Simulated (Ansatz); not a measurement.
Geometry optimisation in Ansatz: input, command and trajectory.

```yaml
crystal:
  lattice:
    - [4.4590206735, 0.0, 0.0]
    - [-2.2295103367, 3.8616251792, 0.0]
    - [0.0, 0.0, 4.9411610611]
  atoms:
    - { symbol: Se, position: [0.2171535445, 0.0, 0.3333333333] }
    - { symbol: Se, position: [0.0, 0.2171535445, 0.6666666667] }
    - { symbol: Se, position: [0.7828464555, 0.7828464555, 0.0] }
basis:
  ecutwfc: 500
kpoints:
  mp_grid: { grid: [6, 6, 6] }
hamiltonian:
  xc: r2scan
scf:
  occupations: { method: gaussian, width: 0.02 }
output:
  forces: true
  stress: true
  eigenvalues: true
relax:
  adjacent_minimum: "off"
  f_tol: 0.01
  max_steps: 30
  cell: { stress_tol: 0.1, fix: [volume] }
```

```bash
ansatz run input.yaml --threads 1 --pin off --max-ram 2560MiB --backend cpu --events-out ev --progress --plain --runs-dir out
```

All numbers below come from DFT r2SCAN, scalar-relativistic, plane waves, PAW in Ansatz.

The volume is held at 0.97 times that of the relaxed cell.

Of 4 frames 3 are shown, positions in Å and forces in eV/Å; the SCF threshold varies from step to step. Steps run on the plane waves of an earlier cell, with a Pulay correction in the pressure. The basis is chosen afresh for the last frame, the zero of the energies, and at times for earlier ones too; energy and pressure step there, also at an unchanged geometry.

```xyz
3
Lattice="4.4590 0.0000 0.0000 -2.2295 3.8616 0.0000 0.0000 0.0000 4.9412" Properties=species:S:1:pos:R:3:forces:R:3 pbc="T T T" step=1 free_energy_over_end_meV_per_atom=3.68 pressure_GPa=1.70
Se    0.9683    0.0000    1.6471    0.3253    0.0000    0.0000
Se   -0.4841    0.8386    3.2941   -0.1626    0.2817    0.0000
Se    1.7454    3.0231    0.0000   -0.1626   -0.2817    0.0000
3
Lattice="4.4463 0.0000 0.0000 -2.2232 3.8506 0.0000 0.0000 0.0000 4.9695" Properties=species:S:1:pos:R:3:forces:R:3 pbc="T T T" step=2 free_energy_over_end_meV_per_atom=0.24 pressure_GPa=0.55
Se    0.9814    0.0000    1.6565    0.0218    0.0000    0.0000
Se   -0.4907    0.8499    3.3130   -0.0109    0.0188    0.0000
Se    1.7324    3.0007    0.0000   -0.0109   -0.0188    0.0000
3
Lattice="4.4346 0.0000 0.0000 -2.2173 3.8405 0.0000 0.0000 0.0000 4.9957" Properties=species:S:1:pos:R:3:forces:R:3 pbc="T T T" step=4 free_energy_over_end_meV_per_atom=0.00 pressure_GPa=0.34
Se    0.9796    0.0000    1.6652   -0.0011    0.0000    0.0000
Se   -0.4898    0.8483    3.3305    0.0005   -0.0009    0.0000
Se    1.7275    2.9921    0.0000    0.0005    0.0009    0.0000
```

The run took 110 s on 1 thread of AMD EPYC 7R43 64-Core Processor (Zen 3), on a shared host, peak memory 0.61 GiB.

The cell holds chains, and r2SCAN describes their binding at middle range but leaves out its long-range dispersion part.